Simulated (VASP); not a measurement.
# CdS (Hawleyite) (F-43m) in VASP: notebook

The runs below take CdS (Hawleyite) through dielectric tensor, with LDA.

Program: VASP 6.6.1. These are calculated values, not measurements. Logs are shortened: lines on timing, memory, paths and dates and some standing lists are left out, and cuts for length are marked.

## Step 1: The crystal as given

It takes space group F-43m (No. 216, cubic). Conventional cell: a = 5.833 Å, b = 5.833 Å, c = 5.833 Å, α = 90.00°, β = 90.00°, γ = 90.00°. Cd (site symmetry -43m) has 4 S at 2.53 Å as nearest neighbours. S (site symmetry -43m) is surrounded by 4 Cd at 2.53 Å.

## Step 2: Dielectric tensor, LDA

Input file INCAR:

```
  ALGO = Normal
  EDIFF = 1E-4
  ENCUT = 400
  GGA = CA
  ISIF = 2
  ISMEAR = 0
  LASPH = True
  LCHARG = False
  LEPSILON = True
  LREAL = False
  LWAVE = False
  NELM = 100
  PREC = Accurate
  SIGMA = 0.01
```

Input file KPOINTS:

```
k-points
0
Gamma
  9 9 9
```

Input file POSCAR:

```
CdS
1.0
    0.0000000000      2.9165000000      2.9165000000
    2.9165000000      0.0000000000      2.9165000000
    2.9165000000      2.9165000000      0.0000000000
Cd S
1 1
Direct
    0.0000000000      0.0000000000      0.0000000000
    0.7500000000      0.7500000000      0.7500000000
```

Potentials or basis: VASP PAW LDA potentials, release 64 (Cd, S).

Started as:

```
> cat potpaw_LDA.64/Cd/POTCAR potpaw_LDA.64/S/POTCAR > POTCAR
> mpirun -np 1 vasp_std > vasp.out
```

OUTCAR:

```text
EDIFF = 1E-4
   ENCUT = 400
   GGA = CA
   ISIF = 2
   ISMEAR = 0
   LASPH = True
   LEPSILON = True
   LREAL = False
   NELM = 100
   PREC = Accurate

 Found     35 irreducible k-points:

 Following reciprocal coordinates:
            Coordinates               Weight
  0.000000  0.000000  0.000000      1.000000
  0.111111  0.000000  0.000000      8.000000
  0.222222  0.000000  0.000000      8.000000
  0.333333  0.000000  0.000000      8.000000
  0.444444  0.000000  0.000000      8.000000
  0.111111  0.111111  0.000000      6.000000
   k-points           NKPTS =     35   k-points in BZ     NKDIM =     35   number of bands    NBANDS=     13
   number of dos      NEDOS =    301   number of ions     NIONS =      2
   total plane-waves  NPLWV =  21952
   dimension x,y,z NGX =    28 NGY =   28 NGZ =   28
   dimension x,y,z NGXF=    56 NGYF=   56 NGZF=   56
   ions per type =               1   1
   NGX,Y,Z   is equivalent  to a cutoff of  11.29, 11.29, 11.29 a.u.
   NGXF,Y,Z  is equivalent  to a cutoff of  22.57, 22.57, 22.57 a.u.
 SYSTEM =  unknown system
   PREC   = accura    normal or accurate (medium, high low for compatibility)
   ISTART =      0    job   : 0-new  1-cont  2-samecut
   ICHARG =      2    charge: 1-file 2-atom 10-const
   ISPIN  =      1    spin polarized calculation?
   LNONCOLLINEAR =      F non collinear calculations
   LSORBIT =      F    spin-orbit coupling
   LASPH  =      T    aspherical Exc in radial PAW
   ENCUT  =  400.0 eV  29.40 Ry    5.42 a.u.   6.73  6.73  6.73*2*pi/ulx,y,z
   NELM   =    100;   NELMIN=  2; NELMDL= -5     # of ELM steps
   EDIFF  = 0.1E-03   stopping-criterion for ELM
   LREAL  =      F    real-space projection
   EDIFFG = 0.1E-02   stopping-criterion for IOM
   NSW    =      0    number of steps for IOM
   IBRION =     -1    ionic relax: 0-MD 1-quasi-New 2-CG
[... 8 lines left out ...]
   EMIN   =  10.00;   EMAX   =-10.00  energy-range for DOS
   EFERMI =   0.00;   METHOD = LEGACY
   ISMEAR =     0;   SIGMA  =   0.01  broadening in eV -4-tet -1-fermi 0-gaus
   EFERMI_NEDOS =   21; number of points for ismear=-14 and -15
   IALGO  =     38    algorithm
   IMIX   =      4    mixing-type and parameters
     AMIX     =   0.40;   BMIX     =  1.00
     AMIX_MAG =   1.60;   BMIX_MAG =  1.00
  volume/ion in A,a.u.               =      24.81       167.41
  Fermi-wavevector in a.u.,A,eV,Ry     =   1.167599  2.206442 18.548649  1.363287
  Thomas-Fermi vector in A             =   2.304097
   LORBIT       =      0    0 simple, 1 ext, 2 COOP (PROOUT), +10 PAW based schemes
   GGA     = CA    functional components
   LHFCALC =     F    Hartree Fock is set to
   AEXX    =    0.0000 exact exchange contribution
   IVDW    =     0    specifies the selected vdW correction
[... 138 lines left out ...]
      4.37475      4.37475      4.37475         0.000000      0.000000      0.000000
 -----------------------------------------------------------------------------------
    total drift:                               -0.000000     -0.000000     -0.000000

  FREE ENERGIE OF THE ION-ELECTRON SYSTEM (eV)
  ---------------------------------------------------
  free  energy   TOTEN  =        -7.3957980210 eV

  energy  without entropy=       -7.3957980210  energy(sigma->0) =       -7.39579802

 HEAD OF MICROSCOPIC STATIC DIELECTRIC TENSOR (INDEPENDENT PARTICLE, excluding Hartree and local field effects)
 ------------------------------------------------------
           7.647520    -0.000000     0.000000
           0.000000     7.647520     0.000000
           0.000000     0.000000     7.647520
 ------------------------------------------------------

 Free energy of the ion-electron system (eV)
  ---------------------------------------------------
  ---------------------------------------------------
  free energy    TOTEN  =        -0.89080150 eV

  energy without entropy =       -0.89080150

------------------------ aborting loop because EDIFF is reached ----------------------------------------

--------------------------------------- Ionic step        2  -------------------------------------------

------------------------ aborting loop because EDIFF is reached ----------------------------------------

--------------------------------------- Ionic step        3  -------------------------------------------

 Free energy of the ion-electron system (eV)
  ---------------------------------------------------
  ---------------------------------------------------
  free energy    TOTEN  =        -0.89079886 eV

  energy without entropy =       -0.89079886

------------------------ aborting loop because EDIFF is reached ----------------------------------------

 PIEZOELECTRIC TENSOR FIELD DIRECTION 3  (e Angst)
 -----------------------------------------------------------------------------
    -0.00136  1.99704  0.00000           (  0.00000 -0.03144  0.00000)
     1.99704 -0.00136  0.00000           ( -0.03144  0.00000  0.00000)
     0.00000  0.00000  0.00055           (  0.00000  0.00000 -0.00000)

 PIEZOELECTRIC TENSOR FIELD DIRECTION 3  (C/m^2)
 -----------------------------------------------------------------------------
    -0.00044  0.64488  0.00000
     0.64488 -0.00044  0.00000
     0.00000  0.00000  0.00018

 MACROSCOPIC STATIC DIELECTRIC TENSOR (including local field effects in DFT)
 ------------------------------------------------------
           7.203777     0.000000     0.000000
           0.000000     7.203777     0.000000
          -0.000000    -0.000000     7.203777
 ------------------------------------------------------

 PIEZOELECTRIC TENSOR (including local field effects)  for field in x, y, z        (e  Angst)
          XX          YY          ZZ          XY          YZ          ZX
  --------------------------------------------------------------------------------
  x     0.00000     0.00000     0.00000     0.00000     2.01280     0.00000
  y     0.00000     0.00000     0.00000     0.00000    -0.00000     2.01280
  z     0.00000     0.00000     0.00000     2.01280     0.00000     0.00000

 PIEZOELECTRIC TENSOR (including local field effects)  for field in x, y, z        (C/m^2)
          XX          YY          ZZ          XY          YZ          ZX
  --------------------------------------------------------------------------------
  x     0.00000     0.00000     0.00000     0.00000     0.64997     0.00000
  y     0.00000     0.00000     0.00000     0.00000    -0.00000     0.64997
  z     0.00000     0.00000     0.00000     0.64997     0.00000     0.00000

 BORN EFFECTIVE CHARGES (including local field effects) (in |e|, cummulative output)
 ---------------------------------------------------------------------------------
 ion    1
    1     2.20372     0.00000     0.00000
    2     0.00000     2.20372     0.00000
    3     0.00000    -0.00000     2.20372
 ion    2
    1    -2.20372    -0.00000    -0.00000
    2    -0.00000    -2.20372    -0.00000
    3    -0.00000     0.00000    -2.20372
```

stdout:

```text
POSCAR found type information on POSCAR CdS
 POSCAR found :  2 types and       2 ions
 scaLAPACK will be used
 LDA part: xc-table for (Slater(with rela. corr.)+CA(PZ))
 , standard interpolation
 POSCAR, INCAR and KPOINTS ok, starting setup
 FFT: planning ... GRIDC
 FFT: planning ... GRID_SOFT
 FFT: planning ... GRID
 WAVECAR not read
 entering main loop
 Linear response reoptimize wavefunctions to high precision
 Linear response G [H, r] |phi>, progress :
  Direction:   1
 Linear response G [H, r] |phi>, progress :
  Direction:   2
 Linear response G [H, r] |phi>, progress :
  Direction:   3
 Linear response to external field (no local field effect), progress :
  Direction:   1
 dielectric tensor                  component  1 :     8.435     2.849     0.863
 Linear response to external field (no local field effect), progress :
  Direction:   2
 dielectric tensor                  component  2 :     2.849     8.856    -1.208
 Linear response to external field (no local field effect), progress :
  Direction:   3
 dielectric tensor                  component  3 :     0.867    -1.209     5.651
 Linear response to external field, progress :
  Direction:   1
 dielectric tensor                  component  1 :     7.204     1.257     0.602
 Linear response to external field, progress :
  Direction:   2
 dielectric tensor                  component  2 :     1.203     7.204     0.409
 Linear response to external field, progress :
  Direction:   3
 dielectric tensor                  component  3 :     0.945     0.913     7.204
 Born effective charges drift removed
```

Run time: 95 s. Hardware: 1 thread of Intel Xeon Platinum 8488C (Sapphire Rapids), shared host; peak memory 0.26 GiB.

The run converged, but some of its settings lie outside the range that counts as converged, so its numbers aren't taken as properties of the crystal.

Results:

```
Band gap on the k mesh                  : 0.89 eV, direct
Electronic dielectric tensor (diagonal) : 7.20
Born charges (mean of the diagonal)     : Cd +2.20; S -2.20 e
```

(Continued in part 2 of 2.)
